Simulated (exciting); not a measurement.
Crystal: NaCl.

```xyz
2
Lattice="3.5022 0.0000 0.0000 0.0000 3.5022 0.0000 0.0000 0.0000 3.5022" Properties=species:S:1:pos:R:3 pbc="T T T"
Cl    1.7511    1.7511    1.7511
Na    0.0000    0.0000    0.0000
```

Measurements of this composition are mostly on another form, of space group No. 225.

Base run:

| Quantity | Value |
| --- | --- |
| Program | exciting (release sodium) |
| Functional | PBEsol |
| Potentials or basis | all-electron LAPW+lo, shipped species files, valence relativity iora* |
| rgkmax | 7.5 |
| k mesh | 8 × 8 × 8 |
| Occupations | fermi-dirac, width 0.05 eV |
| Spin | no spin polarisation |

Its results: band gap on the k mesh 3.85 eV, indirect (least direct gap 4.35 eV).

Q: After a change of settings the same cell gave: band gap on the k mesh 4.30 eV, indirect (least direct gap 4.78 eV). Which change was it?
A. functional from PBEsol to PBE
B. functional from PBEsol to LDA
C. functional from PBEsol to RPBE
D. functional from PBEsol to BLYP

A: C.
